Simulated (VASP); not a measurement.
Wanted: the native input for a VASP 6.6.1 run.

```
Task                   : relaxation of cell and atoms
Functional             : LDA
Potentials or basis    : VASP PAW LDA potentials, release 64 (Ba_sv, Ti_sv, O)
Cutoff                 : 600 eV
k mesh                 : 6 × 6 × 6
Occupations            : gaussian, width 0.02 eV
Spin                   : no spin polarisation
Ladder                 : gaps
Further INCAR settings : ALGO = Normal; EDIFF = 1e-06; IBRION = 2; EDIFFG = -0.005; NSW = 40; ISIF = 3
```

The structure of BaTiO3 lies in POSCAR:

```
BaTiO3
1.0
    4.0060000000      0.0000000000      0.0000000000
    0.0000000000      4.0060000000      0.0000000000
    0.0000000000      0.0000000000      4.0060000000
Ba Ti O
1 1 3
Direct
    0.5000000000      0.5000000000      0.5000000000
    0.0000000000      0.0000000000      0.0000000000
    0.0000000000      0.0000000000      0.5000000000
    0.0000000000      0.5000000000      0.0000000000
    0.5000000000      0.0000000000      0.0000000000
```

One way to write it, as run:

INCAR

```
PREC     = Accurate       # precision mode
ENCUT    = 600            # plane-wave cutoff, eV
EDIFF    = 1E-6           # SCF threshold, eV
ISMEAR   = 0              # smearing method
SIGMA    = 0.02           # smearing width, eV
LREAL    = False          # projectors in reciprocal space
LASPH    = True           # aspherical terms in the spheres
NELM     = 60             # most SCF steps
ALGO     = Normal         # electronic algorithm
ISIF     = 3              # what is computed and relaxed
LWAVE    = False          # write WAVECAR
LCHARG   = False          # write CHGCAR
IBRION   = 2              # ionic algorithm
NSW      = 40             # ionic steps
EDIFFG   = -0.005         # ionic threshold
KPAR     = 2
```

KPOINTS

```
Automatic mesh
0
Gamma
  6 6 6
```

Potentials or basis: VASP PAW LDA potentials, release 64 (Ba_sv, Ti_sv, O).

Launch:

```bash
$ cat potpaw_LDA.64/Ba_sv/POTCAR potpaw_LDA.64/Ti_sv/POTCAR potpaw_LDA.64/O/POTCAR > POTCAR
$ mpirun -np 2 vasp_std > vasp.out
```

It gave:

```json
{
 "Relaxed volume": "12.33 Å³/atom",
 "Relaxed cell": "a = 3.950 Å, b = 3.950 Å, c = 3.950 Å, α = 90.00°, β = 90.00°, γ = 90.00°",
 "Space group after relaxing (to 0.05 Å)": "Pm-3m (No. 221)",
 "Energy gained by relaxing": "12.9 meV/atom",
 "Ionic steps": "3",
 "Pressure after relaxing": "-0.1 GPa",
 "Band gap on the k mesh": "1.73 eV, indirect (least direct gap 1.83 eV)"
}
```

Caveat: spin-orbit coupling is left out, which moves the levels of the heavy elements.

Wall time 26 s on 2 MPI ranks on AMD EPYC 9R45 96-Core Processor (Zen 5), with other jobs on the host, peak memory 0.17 GiB a rank.
